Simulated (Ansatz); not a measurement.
# Sb (I4/mcm) in Ansatz: a series of runs, part 3 of 3

Ansatz 0.2.0.

**5. Relaxation of cell and atoms, PBEsol, target pressure 10 GPa, at which the enthalpy is minimised**

input.yaml reads:

```yaml
crystal:
  lattice:
    - [-4.0300106443, 4.0300106443, 2.0254867038]
    - [4.0300106443, -4.0300106443, 2.0254867038]
    - [4.0300106443, 4.0300106443, -2.0254867038]
  atoms:
    - { symbol: Sb, position: [0.65126306, 0.15126306, 0.80252612] }
    - { symbol: Sb, position: [0.15126306, 0.34873694, 0.5] }
    - { symbol: Sb, position: [0.34873694, 0.84873694, 0.19747388] }
    - { symbol: Sb, position: [0.84873694, 0.65126306, 0.5] }
hamiltonian:
  xc: pbesol
  pseudopotentials: { kind: paw }
kpoints:
  mp_grid: { grid: [7, 7, 7] }
scf:
  occupations: { method: fermi_dirac, width: 0.05 }
output:
  forces: true
  stress: true
  eigenvalues: true
  write_density: true
  write_potential: true
  elf: true
  volumetric_format: npy
relax:
  f_tol: 0.01
  max_steps: 40
  cell: { stress_tol: 0.05, p_target: 10.0 }
```

On the command line:

```
> ansatz run input.yaml --threads 2 --pin off --max-ram 5632MiB --backend cpu --events-out ev --progress --plain --runs-dir out
```

It took 2.1 min on 2 threads of Arm Neoverse V2, shared host; peak memory 0.52 GiB.

The run converged. Its results:

```
Free energy                                            : -25631.8697 eV
Relaxed volume                                         : 25.34 Å³/atom
Relaxed cell                                           : a = 5.088 Å, b = 5.088 Å, c = 5.088 Å, α = 109.47°, β = 109.47°, γ = 109.47°
Space group after relaxing (to 0.05 Å)                 : Pm-3m (No. 221)
Energy change on relaxing (the enthalpy is what falls) : -150.5 meV/atom
Ionic steps                                            : 26
Pressure after relaxing                                : 10.0 GPa
Band gap on the k mesh                                 : none (metal or under the smearing width)
```

Step by step:
```tsv
step	energy change (eV)	largest force (eV/Å)	volume (Å³)
1	0.0000	0.0440	131.58
2	0.3834	0.1369	113.83
3	0.5282	0.0098	110.19
4	0.5048	0.0179	110.28
5	0.6092	0.1005	108.14
6	0.7650	0.0307	105.20
7	0.7499	0.3340	102.18
8	0.7231	0.5254	98.84
9	0.4821	0.2804	98.75
10	0.5628	0.1053	95.71
11	0.5268	0.0173	96.19
12	0.5073	0.0093	96.50
13	0.5105	0.0005	96.44
14	0.3110	0.0069	96.44
15	0.2023	0.0436	96.44
16	-0.0050	0.2085	98.71
17	-0.1169	0.3687	97.51
18	-0.4010	0.2135	100.46
19	-0.5880	0.0626	101.42
20	-0.6047	0.0173	101.48
21	-0.5937	0.0040	101.29
22	-0.5959	0.0009	101.32
23	-0.5985	0.0008	101.32
24	-0.6014	0.0002	101.37
25	-0.6020	0.0001	101.38
26	-0.6020	0.0001	101.38
```

Final structure:
```
CELL_PARAMETERS angstrom
-2.93740 2.93740 2.93732
2.93740 -2.93740 2.93732
2.93740 2.93740 -2.93732
ATOMIC_POSITIONS crystal
Sb 0.74998 0.24998 0.99997
Sb 0.24998 0.25002 0.50000
Sb 0.25002 0.75002 0.00003
Sb 0.75002 0.74998 0.50000
```

Levels at points of the mesh, in eV from the Fermi level:
```
           k point  band 28  band 29  band 30  band 31  band 32  band 33
(0.00, 0.00, 0.00)    -4.31    -4.31    -4.31     1.50     1.50     1.50
```

Caveat: the volume moved by over 15 % at a fixed basis, so the end points are rough; the plane-wave basis is chosen anew once the cell has moved, so the energies of steps on either side of that aren't comparable; the PAW data sets come from PBE, with cores solved anew for the run's functional, which leaves a small shift of forces and pressure. The run has no spin-orbit coupling, so splittings on Sb are missing.

**6. Relaxation of cell and atoms, PBEsol, target pressure 20 GPa, at which the enthalpy is minimised**

Changes to input.yaml since step 5:

```diff
@@ -21,6 +21,2 @@
   eigenvalues: true
-  write_density: true
-  write_potential: true
-  elf: true
-  volumetric_format: npy
 relax:
@@ -28,2 +24,2 @@
   max_steps: 40
-  cell: { stress_tol: 0.05, p_target: 10.0 }
+  cell: { stress_tol: 0.05, p_target: 20.0 }
```

Potentials or basis: Ansatz PAW.

On the command line:

```
> ansatz run input.yaml --threads 2 --pin off --max-ram 5632MiB --backend cpu --events-out ev --progress --plain --runs-dir out
```

It took 1.8 min on 2 threads of Arm Neoverse V2, shared host; peak memory 0.51 GiB.

It converged, with:

```yaml
Free_energy: -25631.1707 eV
Relaxed_volume: 23.43 Å³/atom
Relaxed_cell: a = 4.956 Å, b = 4.956 Å, c = 4.956 Å, α = 109.47°, β = 109.47°, γ = 109.48°
Space_group_after_relaxing_to_0.05_Å: Pm-3m (No. 221)
Energy_change_on_relaxing_the_enthalpy_is_what_falls: +24.2 meV/atom
Ionic_steps: 25
Pressure_after_relaxing: 20.0 GPa
Band_gap_on_the_k_mesh: none (metal or under the smearing width)
```

The path:
```
step  energy change (eV)  largest force (eV/Å)  volume (Å³)
   1              0.0000                0.0440       131.58
   2              0.4200                0.1788       113.30
   3              1.3829                0.0613       101.63
   4              1.4354                0.0256        99.73
   5              1.5318                0.0206        97.46
   6              1.5962                0.2723        95.18
   7              1.4912                0.4737        92.90
   8              1.4021                0.5381        90.79
   9              1.0780                0.0695        90.89
  10              1.4257                0.2517        87.58
  11              1.0872                0.0365        89.94
  12              1.1459                0.0056        89.45
  13              1.1441                0.0015        89.47
  14              0.9833                0.0097        89.47
  15              0.8342                0.0292        90.17
  16              0.7429                0.0830        90.65
  17              0.5927                0.2633        91.18
  18              0.3321                0.2247        93.13
  19             -0.3212                0.0672        97.95
  20              0.0632                0.0347        94.09
  21              0.1138                0.0159        93.63
  22              0.1104                0.0087        93.64
  23              0.0977                0.0011        93.74
  24              0.0985                0.0004        93.73
  25              0.0970                0.0004        93.73
```

Final structure:
```xyz
4
Lattice="-2.8617 2.8617 2.8614 2.8617 -2.8617 2.8614 2.8617 2.8617 -2.8614" Properties=species:S:1:pos:R:3 pbc="T T T"
Sb    1.4295    4.2912    0.0000
Sb    1.4322    1.4295    0.0000
Sb    1.4322   -1.4295    2.8614
Sb    1.4295    1.4322    2.8614
```

Levels at points of the mesh, in eV from the Fermi level:
```csv
k point,band 27,band 28,band 29,band 30,band 31,band 32,band 33,band 34
"(0.00, 0.00, 0.00)",-4.72,-4.72,-4.72,-4.72,1.17,1.17,1.17,3.86
```

Caveat: the volume moved by over 15 % at a fixed basis, so the end points are rough; the plane-wave basis is chosen anew once the cell has moved, so the energies of steps on either side of that aren't comparable; the PAW data sets come from PBE, with cores solved anew for the run's functional, which leaves a small shift of forces and pressure. Spin-orbit coupling is left out, which matters for the levels of Sb.

**7. Relaxation of cell and atoms, PBEsol, target pressure 30 GPa, at which the enthalpy is minimised**

Changes to input.yaml since step 6:

```diff
@@ -24,2 +24,2 @@
   max_steps: 40
-  cell: { stress_tol: 0.05, p_target: 20.0 }
+  cell: { stress_tol: 0.05, p_target: 30.0 }
```

On the command line:

```
> ansatz run input.yaml --threads 2 --pin off --max-ram 5632MiB --backend cpu --events-out ev --progress --plain --runs-dir out
```

Run time: 1.9 min. Hardware: 2 threads of Arm Neoverse V2, shared host; peak memory 0.51 GiB.

The run converged. Its results:

- Free energy: -25630.2501 eV
- Relaxed volume: 21.95 Å³/atom
- Relaxed cell: a = 4.850 Å, b = 4.850 Å, c = 4.850 Å, α = 109.26°, β = 109.26°, γ = 109.89°
- Space group after relaxing (to 0.05 Å): I4/mcm (No. 140)
- Energy change on relaxing (the enthalpy is what falls): +254.4 meV/atom
- Ionic steps: 26
- Pressure after relaxing: 30.0 GPa
- Band gap on the k mesh: none (metal or under the smearing width)

Step by step:
```csv
step,energy change (eV),largest force (eV/Å),volume (Å³)
1,0.0000,0.0440,131.58
2,0.4338,0.1986,113.11
3,1.7971,0.1946,99.16
4,2.4926,0.0424,93.14
5,2.4697,0.0830,91.58
6,2.5746,0.3704,89.21
7,2.4782,0.6401,87.12
8,2.4186,0.8772,85.27
9,1.8917,0.2942,85.87
10,1.9370,0.2163,84.43
11,1.9302,0.1057,84.42
12,1.9049,0.0193,84.54
13,1.9243,0.0007,84.43
14,1.9207,0.0001,84.45
15,1.7904,0.0079,84.45
16,1.6661,0.0123,84.87
17,1.5732,0.0160,85.32
18,1.5502,0.0303,85.42
19,1.5129,0.1391,85.54
20,1.1763,0.1056,87.23
21,1.1654,0.1128,87.16
22,1.0183,0.0370,87.88
23,1.0369,0.0038,87.72
24,1.0037,0.0021,87.90
25,1.0188,0.0005,87.82
26,1.0176,0.0004,87.82
```

Final structure:
```cif
data_structure
_symmetry_space_group_name_H-M 'P 1'
_symmetry_Int_Tables_number 1
_cell_length_a 4.8500
_cell_length_b 4.8500
_cell_length_c 4.8500
_cell_angle_alpha 109.263
_cell_angle_beta 109.263
_cell_angle_gamma 109.889
_cell_volume 87.82
loop_
_atom_site_label
_atom_site_type_symbol
_atom_site_fract_x
_atom_site_fract_y
_atom_site_fract_z
_atom_site_occupancy
Sb1 Sb 0.72325 0.22325 0.94649 1
Sb2 Sb 0.22325 0.27675 0.50000 1
Sb3 Sb 0.27675 0.77675 0.05351 1
Sb4 Sb 0.77675 0.72325 0.50000 1
```

Levels at points of the mesh, in eV from the Fermi level:
| k point | band 27 | band 28 | band 29 | band 30 | band 31 | band 32 | band 33 | band 34 |
| --- | --- | --- | --- | --- | --- | --- | --- | --- |
| (0.00, 0.00, 0.00) | -5.05 | -5.00 | -5.00 | -4.88 | 0.28 | 0.32 | 0.94 | 4.14 |

Caveat: the volume moved by over 15 % at a fixed basis, so the end points are rough; the plane-wave basis is chosen anew once the cell has moved, so the energies of steps on either side of that aren't comparable; the PAW data sets come from PBE, with cores solved anew for the run's functional, which leaves a small shift of forces and pressure. The run has no spin-orbit coupling, so splittings on Sb are missing.

**8. Overview**

| cell | target pressure (GPa) | gap on the mesh (eV) | pressure (GPa) |
| --- | --- | --- | --- |
| relaxed | 0 | none | 0.0 |
| relaxed to 2 GPa | 2 | none | 2.0 |
| relaxed to 5 GPa | 5 | none | 5.0 |
| relaxed to 10 GPa | 10 | none | 10.0 |
| relaxed to 20 GPa | 20 | none | 20.0 |
| relaxed to 30 GPa | 30 | none | 30.0 |

Alike in all rows: task relaxation of cell and atoms; level PBEsol; potentials or basis Ansatz PAW; no spin polarisation; k mesh 7 × 7 × 7; cutoff (eV) 420; smearing fermi-dirac 0.05 eV.

Caveats: the plane-wave basis is chosen anew once the cell has moved, so the energies of steps on either side of that aren't comparable; the PAW data sets come from PBE, with cores solved anew for the run's functional, which leaves a small shift of forces and pressure; the volume moved by over 15 % at a fixed basis, so the end points are rough (some runs).

Absolute energies hang on the potentials; compare differences alone.
